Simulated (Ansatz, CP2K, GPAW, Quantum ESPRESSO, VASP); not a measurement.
# WC: programs and potentials compared

```
W C
1.0
     2.90650    0.00000    0.00000
    -1.45325    2.51710    0.00000
     0.00000    0.00000    2.83660
W C
1 1
Cartesian
  0.0000 0.0000 0.0000
  1.4533 0.8390 1.4183
```

Alike in all runs: task band structure; functional PBE; k mesh 10 × 10 × 9; occupations fermi-dirac, width 0.05 eV; no spin polarisation; no spin-orbit coupling. Pressure is positive in compression and, in plane waves, holds the error of the finite cutoff, which Ansatz's Pulay term estimates and takes out.

```tsv
program and potentials	plane-wave cutoff (eV)	notes	pressure (GPa)
Ansatz, Ansatz PAW	420	-	?
Ansatz, all-electron LAPW, scalar-relativistic	-	-	5.70
VASP, PBE PAW files C, W_sv, release 54, 520 eV	520	-	6.72
CP2K, POTENTIAL_UZH W GTH-PBE-q14, C GTH-PBE-q4; TZVP-MOLOPT-PBE-GTH basis	-	atomic basis	2.69
GPAW, GPAW PAW data sets (gpaw-data 1.2.1)	800	-	5.37
VASP, PBE PAW files C_s, W_sv, 400 eV	400	-	6.61
Quantum ESPRESSO, PseudoDojo 0.4.1 SR PBE standard	1116	-	5.72
```

Estimate from the other rows what the run with Ansatz, Ansatz PAW gave.

Pressure 5.60 GPa. Its pressure holds a Pulay term of +0.31 GPa. The other rows, which needn't bracket it: pressure 2.69 to 6.72.
